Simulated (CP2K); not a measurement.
# Pd in CP2K: the effect of functional

Pd:

```
Pd
1.0
     2.75277    0.00000    0.00000
     1.37638    2.38397    0.00000
     1.37638    0.79466    2.24762
Pd
1
Direct
  0.00000 0.00000 0.00000
```

Alike in all runs:

| Item | Value |
| --- | --- |
| Program | CP2K 2026.2 |
| Task | atomic charges |
| Potentials or basis | POTENTIAL_UZH Pd GTH-PBE-q18; TZVP-MOLOPT-PBE-GTH basis |
| Density cutoff | 10204 eV |
| k mesh | 12 × 12 × 12 |
| Occupations | fermi-dirac, width 0.05 eV |
| Spin | no spin polarisation |

```tsv
functional	pressure (GPa)
PBE	9.0
LDA	-6.9
PBEsol	-1.0
WC	0.5
optB88-vdW	8.8
revPBE	?
SCAN	1.0
```

Problem. What does the run with functional revPBE give?

Solution. Pressure 12.4 GPa.

Caveats: the basis of atomic orbitals isn't converged, which shifts pressures, moduli and gaps; the potentials were made for another functional, which shifts forces and pressure (some runs).
